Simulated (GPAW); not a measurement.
# C (Fd-3m) in GPAW: a series of runs

The runs below take C through band structure, equation of state, dielectric tensor, with TASK, PBE, r2SCAN+D3(BJ).

All numbers are computed with GPAW 26.7.0; they aren't measurements. Logs are shortened: lines on timing, memory, paths and dates and some standing lists are left out, and cuts for length are marked. The log counts tension as positive stress, the text compression.

## 1. The crystal as given

Symmetry: Fd-3m, No. 227, cubic system. Conventional cell: a = 3.567 Å, b = 3.567 Å, c = 3.567 Å, α = 90.00°, β = 90.00°, γ = 90.00°. Around C (site symmetry -43m) lie 4 C at 1.54 Å.

This isn't the form of C at room conditions, which is graphite.

## 2. Band structure, TASK

The input, run.py:

```python
import spglib
from ase import Atoms
from ase.dft.bandgap import bandgap
from ase.io import read, write
from ase.units import GPa
from gpaw import GPAW, PW

atoms = read('C.cif')
cell, positions, numbers = spglib.find_primitive(
    (atoms.cell[:], atoms.get_scaled_positions(), atoms.numbers), symprec=1e-4)
atoms = Atoms(numbers, cell=cell, scaled_positions=positions, pbc=True)

calc = GPAW(mode=PW(800),
            xc='MGGA_X_TASK+LDA_C_PW',
            kpts={'size': (10, 10, 10), 'gamma': True},
            occupations={'name': 'fermi-dirac', 'width': 0.05},
            nbands=11,
            convergence={'density': 1e-05, 'energy': 1e-05},
            maxiter=150,
            txt='gpaw.txt')
atoms.calc = calc
energy = atoms.get_potential_energy()
forces = atoms.get_forces()
stress = atoms.get_stress()
calc.write('gs.gpw')
write('result.traj', atoms)
print(f'Energy: {energy:.6f} eV')
print('Forces (eV/A):')
print(forces.round(4))
print('Stress (GPa):', (stress / GPa).round(3))
print('Fermi level:', round(calc.get_fermi_level(), 4), 'eV')
print(f'Gap: {bandgap(calc)[0]:.4f} eV, direct: {bandgap(calc, direct=True)[0]:.4f} eV')

path = atoms.cell.bandpath('GXWKGLUWLK,UX', npoints=60, eps=1e-4)
bs_calc = calc.fixed_density(kpts=path, symmetry='off', nbands=18,
                             convergence={'bands': 'CBM+6.0', 'eigenstates': 1e-6}, txt='bands.txt')
bs = bs_calc.band_structure()
bs.write('bs.json')
print(f'Gap on the path: {bandgap(bs_calc)[0]:.4f} eV')
```

The input, C.cif:

```cif
data_C
_cell_length_a 3.56674000
_cell_length_b 3.56674000
_cell_length_c 3.56674000
_cell_angle_alpha 90.00000000
_cell_angle_beta 90.00000000
_cell_angle_gamma 90.00000000
_space_group_name_H-M_alt 'Fd-3m'
_space_group_name_Hall 'F 4d 2 3 -1d'
_space_group_IT_number 227
loop_
_space_group_symop_operation_xyz
'x,y,z'
'-y+1/4,x+1/4,z+1/4'
'-x,-y+1/2,z+1/2'
'y+3/4,-x+1/4,z+3/4'
'x,-y,-z'
'-y+1/4,-x+3/4,-z+3/4'
'-x,y+1/2,-z+1/2'
'y+3/4,x+3/4,-z+1/4'
'z,x,y'
'z+1/4,-y+1/4,x+1/4'
'z+1/2,-x,-y+1/2'
'z+3/4,y+3/4,-x+1/4'
'-z,x,-y'
'-z+3/4,-y+1/4,-x+3/4'
'-z+1/2,-x,y+1/2'
'-z+1/4,y+3/4,x+3/4'
'y,z,x'
'x+1/4,z+1/4,-y+1/4'
'-y+1/2,z+1/2,-x'
'-x+1/4,z+3/4,y+3/4'
'-y,-z,x'
'-x+3/4,-z+3/4,-y+1/4'
'y+1/2,-z+1/2,-x'
'x+3/4,-z+1/4,y+3/4'
'-x+1/4,-y+1/4,-z+1/4'
'y,-x,-z'
'x+1/4,y+3/4,-z+3/4'
'-y+1/2,x,-z+1/2'
'-x+1/4,y+1/4,z+1/4'
'y,x+1/2,z+1/2'
'x+1/4,-y+3/4,z+3/4'
'-y+1/2,-x+1/2,z'
'-z+1/4,-x+1/4,-y+1/4'
'-z,y,-x'
'-z+3/4,x+1/4,y+3/4'
'-z+1/2,-y+1/2,x'
'z+1/4,-x+1/4,y+1/4'
'z+1/2,y,x+1/2'
'z+3/4,x+1/4,-y+3/4'
'z,-y+1/2,-x+1/2'
'-y+1/4,-z+1/4,-x+1/4'
[... 89 lines left out ...]
'-z+1/4,x+1/4,y+1/4'
'-z,-y+1/2,x+1/2'
'z+3/4,-x+1/4,y+3/4'
'z,y,x'
'z+1/4,x+1/4,-y+1/4'
'z+1/2,-y+1/2,-x'
'-y+3/4,-z+1/4,-x+3/4'
'-x+1/2,-z,y+1/2'
'y+1/4,-z+3/4,x+3/4'
'x+1/2,-z+1/2,-y'
'y+3/4,z+1/4,-x+3/4'
'x,z+1/2,y+1/2'
'-y+1/4,z+3/4,x+3/4'
'-x,z,-y'
'x+1/2,y+1/2,z'
'-y+3/4,x+3/4,z+1/4'
'-x+1/2,-y,z+1/2'
'y+1/4,-x+3/4,z+3/4'
'x+1/2,-y+1/2,-z'
'-y+3/4,-x+1/4,-z+3/4'
'-x+1/2,y,-z+1/2'
'y+1/4,x+1/4,-z+1/4'
'z+1/2,x+1/2,y'
'z+3/4,-y+3/4,x+1/4'
'z,-x+1/2,-y+1/2'
'z+1/4,y+1/4,-x+1/4'
'-z+1/2,x+1/2,-y'
'-z+1/4,-y+3/4,-x+3/4'
'-z,-x+1/2,y+1/2'
'-z+3/4,y+1/4,x+3/4'
'y+1/2,z+1/2,x'
'x+3/4,z+3/4,-y+1/4'
'-y,z,-x'
'-x+3/4,z+1/4,y+3/4'
'-y+1/2,-z+1/2,x'
'-x+1/4,-z+1/4,-y+1/4'
'y,-z,-x'
'x+1/4,-z+3/4,y+3/4'
'-x+3/4,-y+3/4,-z+1/4'
'y+1/2,-x+1/2,-z'
'x+3/4,y+1/4,-z+3/4'
'-y,x+1/2,-z+1/2'
'-x+3/4,y+3/4,z+1/4'
'y+1/2,x,z+1/2'
'x+3/4,-y+1/4,z+3/4'
'-y,-x,z'
'-z+3/4,-x+3/4,-y+1/4'
'-z+1/2,y+1/2,-x'
'-z+1/4,x+3/4,y+3/4'
'-z,-y,x'
'z+3/4,-x+3/4,y+1/4'
'z,y+1/2,x+1/2'
'z+1/4,x+3/4,-y+3/4'
'z+1/2,-y,-x+1/2'
'-y+3/4,-z+3/4,-x+1/4'
'-x+1/2,-z+1/2,y'
'y+1/4,-z+1/4,x+1/4'
'x+1/2,-z,-y+1/2'
'y+3/4,z+3/4,-x+1/4'
'x,z,y'
'-y+1/4,z+1/4,x+1/4'
'-x,z+1/2,-y+1/2'
loop_
_atom_site_label
_atom_site_type_symbol
_atom_site_symmetry_multiplicity
_atom_site_Wyckoff_symbol
_atom_site_fract_x
_atom_site_fract_y
_atom_site_fract_z
_atom_site_occupancy
C1 C 8 a 0.2500000000 0.2500000000 0.2500000000 1
```

Potentials or basis: GPAW PAW data sets (gpaw-data 1.2.1), pw.

Command:

```
> OMP_NUM_THREADS=1 python run.py
```

gpaw.txt:

```text
__  _  _
 | _ |_)|_||  |
 |__||  | ||/\| - 26.7.0

Input parameters:
  mode=PW(ecut=800.0),
  convergence={'density': 1e-05, 'energy': 1e-05},
  kpts=MonkhorstPack(size=(10, 10, 10), gamma=True),
  maxiter=150,
  nbands=11,
  occupations=Occupations(name='fermi-dirac', width=0.05),
  xc=XC(name='MGGA_X_TASK+LDA_C_PW')

Diagonalizing LCAO Hamiltonian
Converting LCAO to pw mode

          C
       C

Atoms  # Å, Bohr magnetons
|   | symbol |        x |        y |        z |    initial magnetic moments |
|---|--------|----------|----------|----------|-----------------------------|
| 0 |      C | 0.891685 | 0.891685 | 0.891685 | ( 0.0000,  0.0000,  0.0000) |
| 1 |      C | 0.000000 | 0.000000 | 0.000000 | ( 0.0000,  0.0000,  0.0000) |

Unit cell  # Å
| periodic |        x |        y |        z |  lengths |    angles |
|----------|----------|----------|----------|----------|-----------|
|      yes | 0.000000 | 1.783370 | 1.783370 | 2.522066 | 60.000000 |
|      yes | 1.783370 | 0.000000 | 1.783370 | 2.522066 | 60.000000 |
|      yes | 1.783370 | 1.783370 | 0.000000 | 2.522066 | 60.000000 |

Number of symmetries: 24
Symmetry operations  # r_c * U_cc + t_c -> r_c
|    | kind |            matrix            |
|----|------|------------------------------|
|  0 |  E   |  1, 0, 0,  0, 1, 0,  0, 0, 1 |
|  1 |  σ   |  1, 0, 0,  0, 0, 1,  0, 1, 0 |
|  2 |  σ   |  1, 0,-1,  0, 1,-1,  0, 0,-1 |
|  3 |  C3  |  1, 0,-1,  0, 0,-1,  0, 1,-1 |
|  4 |  C3  |  1,-1, 0,  0,-1, 1,  0,-1, 0 |
|  5 |  σ   |  1,-1, 0,  0,-1, 0,  0,-1, 1 |
|  6 |  σ   |  0, 1, 0,  1, 0, 0,  0, 0, 1 |
|  7 |  C3  |  0, 1, 0,  0, 0, 1,  1, 0, 0 |
|  8 |  C2  |  0, 1,-1,  1, 0,-1,  0, 0,-1 |
|  9 |  S4  |  0, 1,-1,  0, 0,-1,  1, 0,-1 |
| 10 |  C3  |  0, 0, 1,  1, 0, 0,  0, 1, 0 |
| 11 |  σ   |  0, 0, 1,  0, 1, 0,  1, 0, 0 |
| 12 |  S4  |  0, 0,-1,  1, 0,-1,  0, 1,-1 |
| 13 |  C3  |  0, 0,-1,  0, 1,-1,  1, 0,-1 |
| 14 |  S4  |  0,-1, 1,  1,-1, 0,  0,-1, 0 |
| 15 |  C2  |  0,-1, 1,  0,-1, 0,  1,-1, 0 |
| 16 |  C3  |  0,-1, 0,  1,-1, 0,  0,-1, 1 |
| 17 |  S4  |  0,-1, 0,  0,-1, 1,  1,-1, 0 |
| 18 |  S4  | -1, 1, 0, -1, 0, 1, -1, 0, 0 |
| 19 |  C3  | -1, 1, 0, -1, 0, 0, -1, 0, 1 |
| 20 |  C3  | -1, 0, 1, -1, 1, 0, -1, 0, 0 |
| 21 |  S4  | -1, 0, 1, -1, 0, 0, -1, 1, 0 |
| 22 |  σ   | -1, 0, 0, -1, 1, 0, -1, 0, 1 |
| 23 |  C2  | -1, 0, 0, -1, 0, 1, -1, 1, 0 |

BZ-sampling:
  Number of BZ points: 1000
  Number of IBZ points: 47

  Monkhorst-Pack size: [10, 10, 10]
  Monkhorst-Pack shift: [0.05, 0.05, 0.05]

K-points  # in reciprocal-cell coordinates
|     |                                coordinates |     weight |
|-----|--------------------------------------------|------------|
|   0 | (  0.00000000,   0.00000000,   0.00000000) | 0.00100000 |
|   1 | (  0.10000000,   0.10000000,   0.00000000) | 0.00600000 |
|   2 | (  0.10000000,   0.10000000,   0.10000000) | 0.00800000 |
|   3 | (  0.20000000,   0.10000000,   0.10000000) | 0.01200000 |
|   4 | (  0.20000000,   0.20000000,   0.00000000) | 0.00600000 |
|   5 | (  0.20000000,   0.20000000,   0.10000000) | 0.02400000 |
|   6 | (  0.20000000,   0.20000000,   0.20000000) | 0.00800000 |
|   7 | (  0.30000000,   0.20000000,   0.10000000) | 0.02400000 |
|   8 | (  0.30000000,   0.20000000,   0.20000000) | 0.02400000 |
|   9 | (  0.30000000,   0.30000000,   0.00000000) | 0.00600000 |
| ... |                                            |            |
|  46 | (  0.50000000,   0.50000000,   0.50000000) | 0.00400000 |

Plane wave coefficients: 596
Cutoff: 800.0 eV

Spin-components: 1 (collinear spins)
Bands:           11
Projectors:      10
Spin-degeneracy: 2
Datatype:        complex128

Parallelization:
  kpt:    1
  domain: 1
  band:   1

Density:
  Valence electrons: 8.0
  Components: 1
  Grid points: [18 18 18]
  Charge: 0.0  # |e|

Potential:
  Grid points: [18 18 18]

species:
  C:
    name:    Carbon
    Z:       6.0
    valence: 4
    core:    2
    charge:  0.0  # [|e|]
    compensation charges:
      type: gauss
      rc: 0.20  # [Å]
      lmax: 2
    cutoffs:
      filter: 1.14  # [Å]
      core: 1.14  # [Å]
    projectors
    | kind |    occ | energy [eV] | rcut [Å] |
    |------|--------|-------------|----------|
    |   2s |  2.000 |     -13.751 |    0.635 |
    |   2p |  2.000 |      -5.284 |    0.635 |
    |    s |        |      13.461 |    0.635 |
    |    p |        |      21.927 |    0.635 |
    |    d |        |       0.000 |    0.635 |

    Using partial waves for C as LCAO basis

Reference energy: -2055.256231  # eV

eigensolver:
  PPCG
  Converge bands: occupied
  niter=2

density mixing:
  MSR1-Mixer
  Pratt-step length: 0.05
  Maximum mixing coefficient: 0.75
  Old densities: 10
  SVD Regularization: 0.005
  Good broyden scale: 1.0
  Trust region scale: 1.0
  Backstep threshold: 4.0
  History deletion threshold: 6.0
  Fourier metric: weight=20.0, sigma=0.015

occupation numbers:
  Fermi-Dirac:
    width: 0.0500  # eV

poisson solver:
  ecut: 6400.0  # eV

xc functional:
  name: MGGA_X_TASK+LDA_C_PW with 2 nearest neighbor stencil

convergence criteria:
- Maximum integral of absolute [dens]ity change: 1e-05 electrons / valence electron
- Maximum [total energy] change in last 3 cyles: 1e-05 eV / valence electron
- Maximum integral of absolute [eigenst]ate change: 4e-08 eV^2 / valence electron
maximum number of iterations: 150

SCF iterations
|iter     | |      energy | eigst |  dens |
|---------|-|-------------|-------|-------|
|iter:   1| |  -29.256355 | +0.24 |       |
|iter:   2| |  -20.407489 | -0.93 | -0.87 |
|iter:   3| |  -20.459200 | -1.34 | -0.88 |
|iter:   4| |  -20.411671 | -2.52 | -1.18 |
|iter:   5| |  -20.424227 | -3.24 | -1.64 |
|iter:   6| |  -20.424319 | -4.80 | -2.74 |
|iter:   7| |  -20.424322 | -6.53 | -3.72 |
|iter:   8| |  -20.424322c| -7.84c| -4.42 |
|iter:   9| |  -20.424322c| -7.95c| -5.21c|

Converged in 9 steps
Energy contributions relative to reference atoms: (reference = -2055.256231)

Energy contributions:
  Kinetic:           9.433636
  Coulomb:          -8.669876
  Zero:             -0.013428
  External:          0.000000
  Xc:              -21.174655
  Entropy:          -0.000000
  Spinorbit:         0.000000
  ----------------------------
  Free energy:     -20.424322
  Extrapolated:    -20.424322

dipole moment: (-8.967286, -8.967286, -8.967286)  # |e|*Ang

Fermi level: 14.123
Eigenvalues  # (at kpt = [0.000, 0.000, 0.000])
| band index |      eig [eV] | occ [0-2] |
|------------|---------------|-----------|
|          0 |       -11.868 |     2.000 |
|          1 |        12.367 |     2.000 |
|          2 |        12.367 |     2.000 |
|          3 |        12.367 |     2.000 |
|          4 |        18.150 |     0.000 |
|          5 |        18.150 |     0.000 |
|          6 |        18.150 |     0.000 |
|          7 |        26.440 |     0.000 |
|          8 |        34.643 |     0.000 |
|          9 |        40.261 |     0.000 |
|         10 |        40.261 |     0.000 |

Gap: 4.376 eV
Transition (v -> c):
  (s=0, k=0, n=3, [0.00, 0.00, 0.00]) -> (s=0, k=24, n=4, [0.40, 0.40, 0.00])
Direct/indirect transitions are different
Direct gap: 5.783 eV
Transition at: (s=0, k=0, n=3, [0.00, 0.00, 0.00])

Forces  # eV/Ang
|        x |       y |       z |
|----------|---------|---------|
| -0.00000 | 0.00000 | 0.00000 |  # C    0
|  0.00000 | 0.00000 | 0.00000 |  # C    1

Stress tensor  # eV/Ang^3
|         x |         y |         z |
|-----------|-----------|-----------|
| -0.083939 |  0.000000 | -0.000000 |
|  0.000000 | -0.083939 | -0.000000 |
| -0.000000 | -0.000000 | -0.083939 |

# Writing to gs.gpw (mode='')
```

Run time: 34 s. Hardware: 1 thread of Arm Neoverse V2, shared host; peak memory 0.18 GiB.

What came out:

```yaml
Free_energy: -20.4243 eV
Pressure: 13.4 GPa
Band_gap_on_the_k_mesh: 4.38 eV, indirect (least direct gap 5.78 eV)
Band_gap_along_the_path: 4.32 eV, indirect (least direct gap 5.78 eV)
```

Levels at the corners of the path, in eV from the valence-band top:
```csv
point,band 1,band 2,band 3,band 4,band 5,band 6,band 7
Γ,-24.23,0.00,0.00,0.00,5.78,5.78,5.78
X,-14.61,-14.61,-7.19,-7.19,5.07,5.07,18.84
W,-13.81,-13.81,-9.35,-9.35,11.89,11.89,13.27
K,-14.95,-13.45,-10.44,-6.14,6.08,11.78,15.90
Γ,-24.23,0.00,0.00,0.00,5.78,5.78,5.78
L,-17.99,-15.02,-3.23,-3.23,9.03,9.03,9.22
U,-14.95,-13.45,-10.44,-6.14,6.08,11.78,15.90
W,-13.81,-13.81,-9.35,-9.35,11.89,11.89,13.27
L,-17.99,-15.02,-3.23,-3.23,9.03,9.03,9.22
K,-14.95,-13.45,-10.44,-6.14,6.08,11.78,15.90
U,-14.95,-13.45,-10.44,-6.14,6.08,11.78,15.90
X,-14.61,-14.61,-7.19,-7.19,5.07,5.07,18.84
```

Caveat: the PAW data sets were made with another functional, which shifts forces and pressure a little.

## 3. Band structure, PBE

The input, run.py:

```python
from ase.dft.bandgap import bandgap
from ase.io import write
from ase.spacegroup import crystal
from ase.units import GPa
from gpaw import GPAW, PW, setup_paths

setup_paths.insert(0, '.')

# C 8a
atoms = crystal(['C'],
                basis=[[0.25, 0.25, 0.25]],
                spacegroup=227, setting=1,  # Fd-3m
                cellpar=[3.56674, 3.56674, 3.56674, 90.0, 90.0, 90.0],
                primitive_cell=True)

calc = GPAW(mode=PW(800),
            xc='PBE',
            kpts={'size': (10, 10, 10), 'gamma': True},
            occupations={'name': 'fermi-dirac', 'width': 0.05},
            setups={'C': 'jth'},
            nbands=-7,
            convergence={'density': 1e-05, 'energy': 1e-05},
            maxiter=150,
            txt='gpaw.txt')
atoms.calc = calc
energy = atoms.get_potential_energy()
forces = atoms.get_forces()
stress = atoms.get_stress()
calc.write('gs.gpw')
write('result.traj', atoms)
print(f'Energy: {energy:.6f} eV')
print('Forces (eV/A):')
print(forces.round(4))
print('Stress (GPa):', (stress / GPa).round(3))
print('Fermi level:', round(calc.get_fermi_level(), 4), 'eV')
print(f'Gap: {bandgap(calc)[0]:.4f} eV, direct: {bandgap(calc, direct=True)[0]:.4f} eV')

path = atoms.cell.bandpath('GXWKGLUWLK,UX', npoints=80, eps=1e-4)
bs_calc = calc.fixed_density(kpts=path, symmetry='off', nbands=-14,
                             convergence={'bands': 'CBM+6.0', 'eigenstates': 1e-6}, txt='bands.txt')
bs = bs_calc.band_structure()
bs.write('bs.json')
print(f'Gap on the path: {bandgap(bs_calc)[0]:.4f} eV')
```

Potentials or basis: JTH PAW 2.0, PBE, pw.

Command:

```
> OMP_NUM_THREADS=1 python run.py
```

Run time: 13 s. Hardware: 1 thread of Arm Neoverse V2, shared host; peak memory 0.16 GiB.

Results (log left out):

```
Free energy             : -18.3201 eV
Pressure                : 0.0 GPa
Band gap on the k mesh  : 4.17 eV, indirect (least direct gap 5.59 eV)
Band gap along the path : 4.13 eV, indirect (least direct gap 5.59 eV)
```

Levels at the corners of the path, in eV from the valence-band top:
```csv
point,band 1,band 2,band 3,band 4,band 5,band 6,band 7
Γ,-21.47,0.00,0.00,0.00,5.59,5.59,5.59
X,-12.76,-12.76,-6.29,-6.29,4.76,4.76,16.81
W,-11.98,-11.98,-8.31,-8.31,10.63,10.63,12.31
K,-12.98,-11.73,-9.31,-5.36,5.68,10.75,14.37
Γ,-21.47,0.00,0.00,0.00,5.59,5.59,5.59
L,-15.71,-13.36,-2.80,-2.80,8.46,8.46,8.83
U,-12.98,-11.73,-9.31,-5.36,5.68,10.75,14.37
W,-11.98,-11.98,-8.31,-8.31,10.63,10.63,12.31
L,-15.71,-13.36,-2.80,-2.80,8.46,8.46,8.83
K,-12.98,-11.73,-9.31,-5.36,5.68,10.75,14.37
U,-12.98,-11.73,-9.31,-5.36,5.68,10.75,14.37
X,-12.76,-12.76,-6.29,-6.29,4.76,4.76,16.81
```

Caveat: the program truncates these outside data sets.

(Part 1 of 2 ends here.)
